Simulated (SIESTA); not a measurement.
Zn:

```xyz
1
Lattice="-1.5690 1.5690 1.5690 1.5690 -1.5690 1.5690 1.5690 1.5690 -1.5690" Properties=species:S:1:pos:R:3 pbc="T T T"
Zn    0.0000    0.0000    0.0000
```

This isn't the form of Zn at room conditions, which is hcp.

- Program: SIESTA 5.4.2
- Task: relaxation of cell and atoms
- Functional: BP86
- Potentials or basis: PseudoDojo 0.4 standard (PBE files)
- Basis: DZDP (energy shift 0.005 Ry)
- Grid cutoff: 800 Ry
- Energy shift: 0.005 Ry
- k mesh: 12 × 12 × 12
- Occupations: fermi-dirac, width 0.05 eV
- Spin: no spin polarisation

At the start: pressure -8.0 GPa; volume 15.45 Å³/atom.

Question: How do energy, volume and symmetry change on relaxing?

Answer: Over 7 steps the energy falls by 40.9 meV/atom and the volume is 14.02 Å³/atom (-9.2 %); space group Im-3m (No. 229, to 0.05 Å).

Step by step:
```csv
step,energy change (eV),largest force (eV/Å),pressure (GPa),volume (Å³)
1,0.0000,0.0000,-7.96,15.45
2,-0.0015,0.0000,-7.72,15.42
3,-0.0333,0.0000,-4.29,14.52
4,-0.0387,0.0000,1.81,13.71
5,-0.0409,0.0000,-0.21,14.05
6,-0.0409,0.0000,0.11,14.00
7,-0.0409,0.0000,-0.03,14.02
```

Final structure:
```
Zn
1.0
    -1.51907    1.51912    1.51912
     1.51912   -1.51907    1.51912
     1.51912    1.51912   -1.51907
Zn
1
Cartesian
  0.0000 0.0000 0.0000
```

Caveat: semicore shells carry a single zeta, which can move pressures by several GPa and volumes by a few percent; the potentials were made for another functional, which shifts forces and pressure; the basis of atomic orbitals isn't converged, which shifts pressures, moduli and gaps.
